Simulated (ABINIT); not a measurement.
# SnO (Pmn2_1) in ABINIT: settings compared

Aim: see how the results for SnO move with the level of theory and the settings. Levels: LDA, PBEsol. Tasks: single point.

Everything below comes from runs of ABINIT 10.8.3 (patched build). Logs are shortened: lines on timing, memory, paths and dates and some standing lists are left out, and cuts for length are marked. The log counts tension as positive stress, the text compression.

## (1) Starting point

Symmetry: Pmn2_1, No. 31, orthorhombic system. The conventional cell has a = 3.355 Å, b = 5.674 Å, c = 4.222 Å, α = 90.00°, β = 90.00°, γ = 90.00°. Sn (site symmetry m) has 3 O at 2.15 to 2.16 Å as nearest neighbours. O (site symmetry m) is surrounded by 3 Sn at 2.15 to 2.16 Å.

The cell comes from a database or a generator and needn't be the stable form of this composition.

## (2) Single point, LDA

run.abi reads:

```
# Pseudopotentials
pp_dirpath "./"
pseudos "Sn.LDA_PW-JTH.xml, O.LDA_PW-JTH.xml"

# Structure
acell 6.3400405968 10.7225025626 7.9783670064
rprim
     1.0000000000     0.0000000000     0.0000000000
     0.0000000000     1.0000000000     0.0000000000
     0.0000000000     0.0000000000     1.0000000000
ntypat 2
znucl 50 8
natom 4
typat 1 1 2 2
xred
     0.5000000000     0.7680910000     0.0131440000
     0.0000000000     0.2319090000     0.5131440000
     0.5000000000     0.1087500000     0.2368570000
     0.0000000000     0.8912500000     0.7368570000
chkprim 0
chksymtnons 0
tolsym 1.0e-6

# Plane-wave basis
ecut 19.0
pawecutdg 38.0

# k points
kptopt 1
ngkpt 6 4 4
nshiftk 1
shiftk 0.0 0.0 0.0

# Exchange and correlation
ixc 7

# Bands and occupations
nband 24
occopt 3
tsmear 0.00183747

# SCF cycle
nstep 100
tolvrs 1.0e-9

# Output
iomode 3
prtwf 0
prteig 0
prtebands 0
enunit 2
prtvol 2
prtden 1
prtvha 1
prtvclmb 1
prtpot 1
```

Potentials or basis: JTH PAW LDA v2.0.

On the command line:

```
abinit run.abi > log 2>&1
```

run.abo:

```text
.Version 10.8.3 of ABINIT
 Symmetries : space group Pm n 2_1 (# 31); Bravais oP (primitive ortho.)
================================================================================
 Values of the parameters that define the memory need of the present run
     intxc =       0    ionmov =       0      iscf =      17    lmnmax =      18
     lnmax =       6     mgfft =      45  mpssoang =       3    mqgrid =    3001
     natom =       4  nloc_mem =       2    nspden =       1   nspinor =       1
    nsppol =       1      nsym =       4    n1xccc =       1    ntypat =       2
    occopt =       3   xclevel =       1
       mpw =        2166          nfft =       38880          nkpt =          36
 PAW method is used; the additional fine FFT grid is defined by:
   mgfftf=        60    nfftf =    103680
================================================================================
================================================================================

--------------------------------------------------------------------------------
------------- Echo of variables that govern the present computation ------------
--------------------------------------------------------------------------------
 -outvars: echo values of preprocessed input variables --------
            acell      6.3400405968E+00  1.0722502563E+01  7.9783670064E+00 Bohr
              amu      1.18710000E+02  1.59994000E+01
          chkprim           0
      chksymtnons           0
             ecut      1.90000000E+01 Hartree
           enunit           2
              ixc           7
         kptrlatt        6    0    0      0    4    0      0    0    4
          kptrlen      3.19134680E+01
            natom           4
            nband          24
            ngfft          27      45      32
          ngfftdg          36      60      48
             nkpt          36
            nstep         100
             nsym           4
           ntypat           2
           occopt           3
        pawecutdg      3.80000000E+01 Hartree
        prtebands           0
           prteig           0
           prtpot           1
         prtvclmb           1
           prtvha           1
           prtvol           2
            prtwf           0
          spgroup          31
           tolsym      1.00000000E-06
           tolvrs      1.00000000E-09
           tsmear      1.83747000E-03 Hartree
            typat      1  1  2  2
           useylm           1
           xangst      1.6775024989E+00  4.3582282125E+00  5.5493573642E-02
                       0.0000000000E+00  1.3158757836E+00  2.1664785722E+00
                       1.6775024989E+00  6.1705880958E-01  1.0000031476E+00
                       0.0000000000E+00  5.0570451865E+00  3.1109881462E+00
            xcart      3.1700202984E+00  8.2358577158E+00  1.0486765593E-01
                       0.0000000000E+00  2.4866448468E+00  4.0940511591E+00
                       3.1700202984E+00  1.1660721537E+00  1.8897320740E+00
                       0.0000000000E+00  9.5564304089E+00  5.8789155772E+00
             xred      5.0000000000E-01  7.6809100000E-01  1.3144000000E-02
                       0.0000000000E+00  2.3190900000E-01  5.1314400000E-01
                       5.0000000000E-01  1.0875000000E-01  2.3685700000E-01
                       0.0000000000E+00  8.9125000000E-01  7.3685700000E-01
            znucl       50.00000    8.00000

================================================================================

 chkinp: Checking input parameters for consistency.

================================================================================
== DATASET  1 ==================================================================

--- !DatasetInfo
iteration_state: {dtset: 1, }
dimensions: {natom: 4, nkpt: 36, mband: 24, nsppol: 1, nspinor: 1, nspden: 1, mpw: 2166, }
cutoff_energies: {ecut:  19.0, pawecutdg:  38.0, }
electrons: {nelect:   4.00000000E+01, charge:   0.00000000E+00, occopt:   3.00000000E+00, tsmear:   1.83747000E-03, }
meta: {optdriver: 0, ionmov: 0, optcell: 0, iscf: 17, paral_kgb: 0, }
...

 Exchange-correlation functional for the present dataset will be:
  LDA: Perdew-Wang 92 LSD fit to Ceperley-Alder data - ixc=7
  J.P.Perdew and Y.Wang, PRB 45, 13244 (1992)

[... 280 lines left out ...]

 cartesian forces (eV/Angstrom) at end:
    1     -0.00000000000000     0.74427733149942    -0.22862868721027
    2      0.00000000000000    -0.74427733149942    -0.22862868721027
    3      0.00000000000000    -0.19101396505077     0.22862868721027
    4      0.00000000000000     0.19101396505077     0.22862868721027
 frms,max,avg= 3.4033739E-01 7.4427733E-01   0.000E+00  0.000E+00 -2.012E-03 e/A
 length scales=  6.340040596800 10.722502562600  7.978367006400 bohr
              =  3.355004997750  5.674103996128  4.221969997143 angstroms
 Fermi (or HOMO) energy (hartree) =   0.16300   Average Vxc (hartree)=  -0.36254
 Eigenvalues (hartree) for nkpt=  36  k points:
 kpt#   1, nband= 24, wtk=  0.01042, kpt=  0.0000  0.0000  0.0000 (reduced coord)
  -0.63919   -0.62783   -0.62468   -0.62368   -0.62268   -0.62153   -0.62106   -0.62052
  -0.61921   -0.61880   -0.54506   -0.47996   -0.14367   -0.07853   -0.02085   -0.00559
   0.00644    0.03824    0.06004    0.13360    0.22921    0.24849    0.34768    0.34780
      occupation numbers for kpt#   1
   2.00000    2.00000    2.00000    2.00000    2.00000    2.00000    2.00000    2.00000
   2.00000    2.00000    2.00000    2.00000    2.00000    2.00000    2.00000    2.00000
   2.00000    2.00000    2.00000    2.00000    0.00000    0.00000    0.00000    0.00000
 kpt#   2, nband= 24, wtk=  0.02083, kpt=  0.1667  0.0000  0.0000 (reduced coord)
  -0.63877   -0.62777   -0.62524   -0.62405   -0.62315   -0.62157   -0.62103   -0.62063
  -0.61999   -0.61914   -0.53580   -0.47878   -0.14248   -0.07761   -0.03128   -0.02117
   0.01361    0.03993    0.05711    0.13278    0.25024    0.26389    0.33587    0.33744
      occupation numbers for kpt#   2
   2.00000    2.00000    2.00000    2.00000    2.00000    2.00000    2.00000    2.00000
   2.00000    2.00000    2.00000    2.00000    2.00000    2.00000    2.00000    2.00000
   2.00000    2.00000    2.00000    2.00000    0.00000    0.00000    0.00000    0.00000
 kpt#   3, nband= 24, wtk=  0.02083, kpt=  0.3333  0.0000  0.0000 (reduced coord)
[... 256 lines left out ...]
  -0.63673   -0.63673   -0.62400   -0.62400   -0.62177   -0.62177   -0.62096   -0.62096
  -0.61908   -0.61908   -0.49500   -0.49500   -0.12679   -0.12679   -0.03548   -0.03548
   0.03245    0.03245    0.10621    0.10621    0.22991    0.22991    0.28610    0.28610
      occupation numbers for kpt#  35
   2.00000    2.00000    2.00000    2.00000    2.00000    2.00000    2.00000    2.00000
   2.00000    2.00000    2.00000    2.00000    2.00000    2.00000    2.00000    2.00000
   2.00000    2.00000    2.00000    2.00000    0.00000    0.00000    0.00000    0.00000
 kpt#  36, nband= 24, wtk=  0.01042, kpt=  0.5000  0.5000  0.5000 (reduced coord)
  -0.63820   -0.63820   -0.62393   -0.62393   -0.62128   -0.62128   -0.62109   -0.62109
  -0.61836   -0.61836   -0.48923   -0.48923   -0.13407   -0.13407   -0.02007   -0.02007
   0.00847    0.00847    0.11770    0.11770    0.22294    0.22294    0.28425    0.28425
      occupation numbers for kpt#  36
   2.00000    2.00000    2.00000    2.00000    2.00000    2.00000    2.00000    2.00000
   2.00000    2.00000    2.00000    2.00000    2.00000    2.00000    2.00000    2.00000
   2.00000    2.00000    2.00000    2.00000    0.00000    0.00000    0.00000    0.00000
 Fermi (or HOMO) energy (eV) =   4.43533   Average Vxc (eV)=  -9.86524
 Eigenvalues (   eV  ) for nkpt=  36  k points:
 kpt#   1, nband= 24, wtk=  0.01042, kpt=  0.0000  0.0000  0.0000 (reduced coord)
 -17.39320  -17.08410  -16.99839  -16.97133  -16.94403  -16.91265  -16.89984  -16.88529
 -16.84962  -16.83844  -14.83170  -13.06024   -3.90948   -2.13684   -0.56740   -0.15204
   0.17535    1.04058    1.63368    3.63554    6.23705    6.76187    9.46075    9.46417
 kpt#   2, nband= 24, wtk=  0.02083, kpt=  0.1667  0.0000  0.0000 (reduced coord)
 -17.38175  -17.08254  -17.01352  -16.98130  -16.95682  -16.91387  -16.89896  -16.88824
 -16.87066  -16.84754  -14.57977  -13.02821   -3.87698   -2.11195   -0.85104   -0.57614
   0.37038    1.08655    1.55396    3.61308    6.80934    7.18076    9.13942    9.18233
 kpt#   3, nband= 24, wtk=  0.02083, kpt=  0.3333  0.0000  0.0000 (reduced coord)
 -17.37485  -17.23687  -16.96732  -16.95518  -16.94046  -16.92303  -16.91906  -16.90522
 -16.85620  -16.83834  -13.99419  -13.06392   -3.82314   -2.71299   -0.94662   -0.86576
   0.76679    1.28881    1.56977    3.30053    6.79294    6.90633    8.25651    8.70168
 kpt#   4, nband= 24, wtk=  0.01042, kpt=  0.5000  0.0000  0.0000 (reduced coord)
 -17.34692  -17.34692  -16.95750  -16.95750  -16.92573  -16.92573  -16.91489  -16.91489
 -16.82667  -16.82667  -13.39345  -13.39345   -3.51775   -3.51775   -0.80787   -0.80787
   1.09757    1.09757    2.39078    2.39078    6.19898    6.19898    9.10873    9.10876
 kpt#   5, nband= 24, wtk=  0.02083, kpt=  0.0000  0.2500  0.0000 (reduced coord)
[... 112 lines left out ...]
 -17.25802  -17.25802  -16.96878  -16.96878  -16.96647  -16.96647  -16.87101  -16.87101
 -16.85708  -16.85708  -13.91818  -13.91818   -3.50511   -3.50511    0.48450    0.48450
   0.74808    0.74808    2.14729    2.14729    5.52898    5.52898    9.51547    9.51547
 kpt#  34, nband= 24, wtk=  0.02083, kpt=  0.1667  0.5000  0.5000 (reduced coord)
 -17.26586  -17.26586  -16.98778  -16.98778  -16.94865  -16.94865  -16.87628  -16.87628
 -16.86190  -16.86190  -13.77125  -13.77125   -3.40715   -3.40715   -0.49968   -0.49968
   1.21251    1.21251    2.36306    2.36306    5.86574    5.86574    9.35102    9.35109
 kpt#  35, nband= 24, wtk=  0.02083, kpt=  0.3333  0.5000  0.5000 (reduced coord)
 -17.32623  -17.32623  -16.97996  -16.97996  -16.91912  -16.91912  -16.89710  -16.89710
 -16.84602  -16.84602  -13.46975  -13.46975   -3.45010   -3.45010   -0.96553   -0.96553
   0.88300    0.88300    2.89007    2.89007    6.25621    6.25621    7.78522    7.78522
 kpt#  36, nband= 24, wtk=  0.01042, kpt=  0.5000  0.5000  0.5000 (reduced coord)
 -17.36639  -17.36639  -16.97800  -16.97800  -16.90595  -16.90595  -16.90060  -16.90060
 -16.82653  -16.82653  -13.31275  -13.31275   -3.64818   -3.64818   -0.54600   -0.54600
   0.23045    0.23045    3.20283    3.20283    6.06660    6.06660    7.73488    7.73488
 Total charge density [el/Bohr^3]
)     Maximum=    4.3521E+00  at reduced coord.    0.0000    0.2333    0.5208
)Next maximum=    4.3521E+00  at reduced coord.    0.5000    0.7667    0.0208
)     Minimum=    3.2293E-03  at reduced coord.    0.0000    0.4000    0.0417
)Next minimum=    3.2293E-03  at reduced coord.    0.5000    0.6000    0.5417
   Integrated=    4.0000E+01

--- !EnergyTerms
iteration_state     : {dtset: 1, }
comment             : Components of total free energy in Hartree
kinetic             :  3.85595475536839E+01
hartree             :  6.75898094169006E+01
xc                  : -1.93855548317230E+01
Ewald energy        : -1.10307947815603E+02
psp_core            :  4.30910662407843E+00
local_psp           : -1.86876491649205E+02
PAW spherical_terms :  3.40608965166844E+01
internal            : -1.72050634185183E+02
'-kT*entropy'       : -3.46863400846778E-10
total_energy        : -1.72050634185530E+02
total_energy_eV     : -4.68173626068844E+03
...

--- !EnergyTermsDC
iteration_state     : {dtset: 1, }
comment             : '"Double-counting" decomposition of free energy'
band_energy         : -1.45788758201907E+01
Ewald energy        : -1.10307947815603E+02
psp_core            :  4.30910662407843E+00
xc_dc               : -7.02454962943818E+01
PAW spherical_terms :  1.87725677605700E+01
internal            : -1.72050645545526E+02
'-kT*entropy'       : -3.46863400846778E-10
total_energy_dc     : -1.72050645545873E+02
total_energy_dc_eV  : -4.68173656981913E+03
...

--- !EnergyTermsWithPAWCore
iteration_state     : {dtset: 1, }
comment             : 'Components of total free energy, including PAW core contributions'
Total energy        : -1.24937031089457E+04
Total energy DC     : -1.24937031203060E+04
Total energy (eV)   : -3.39970980940134E+05
Total energy DC (eV): -3.39970981249265E+05
...

 Cartesian components of stress tensor (hartree/bohr^3)
  sigma(1 1)=  2.52191886E-04  sigma(3 2)=  0.00000000E+00
  sigma(2 2)=  2.05005043E-04  sigma(3 1)=  0.00000000E+00
  sigma(3 3)=  1.92724707E-04  sigma(2 1)=  0.00000000E+00

-Cartesian components of stress tensor (GPa)         [Pressure= -6.3738E+00 GPa]
- sigma(1 1)=  7.41974146E+00  sigma(3 2)=  0.00000000E+00
- sigma(2 2)=  6.03145660E+00  sigma(3 1)=  0.00000000E+00
- sigma(3 3)=  5.67015664E+00  sigma(2 1)=  0.00000000E+00

== END DATASET(S) ==============================================================
================================================================================

 -outvars: echo values of variables after computation  --------
            acell      6.3400405968E+00  1.0722502563E+01  7.9783670064E+00 Bohr
           etotal     -1.7205064555E+02
            fcart     -1.8663782034E-31  1.4473889665E-02 -4.4461200857E-03
                       6.2212606779E-32 -1.4473889665E-02 -4.4461200857E-03
                       6.2212606779E-32 -3.7146302025E-03  4.4461200857E-03
                       6.2212606779E-32  3.7146302025E-03  4.4461200857E-03
           strten      2.5219188630E-04  2.0500504309E-04  1.9272470694E-04
                       0.0000000000E+00  0.0000000000E+00  0.0000000000E+00
           xangst      1.6775024989E+00  4.3582282125E+00  5.5493573642E-02
                       0.0000000000E+00  1.3158757836E+00  2.1664785722E+00
                       1.6775024989E+00  6.1705880958E-01  1.0000031476E+00
                       0.0000000000E+00  5.0570451865E+00  3.1109881462E+00
             xred      5.0000000000E-01  7.6809100000E-01  1.3144000000E-02
                       0.0000000000E+00  2.3190900000E-01  5.1314400000E-01
                       5.0000000000E-01  1.0875000000E-01  2.3685700000E-01
                       0.0000000000E+00  8.9125000000E-01  7.3685700000E-01
 Calculation completed.
```

It took 74 s on 1 thread of Arm Neoverse V1, shared host; peak memory 0.13 GiB.

Results:

| Property | Result |
| --- | --- |
| Free energy | -4681.7366 eV |
| Largest force | 0.779 eV/Å |
| Band gap on the k mesh | 1.62 eV, indirect (least direct gap 2.38 eV) |
| Valence electrons inside the program's atomic spheres | Sn 11.92; O 4.49 |

Forces in eV/Å, atoms in the order of the input:
```
Sn   0.000  0.744 -0.229
Sn   0.000 -0.744 -0.229
O    0.000 -0.191  0.229
O    0.000  0.191  0.229
```

Caveat: the cutoff is too short for stress, so the log's stress isn't used; spin-orbit coupling is left out, which moves the levels of the heavy elements. LDA gaps usually lie below the measured ones, often by a third to a half.

[end of part 1 of 2]
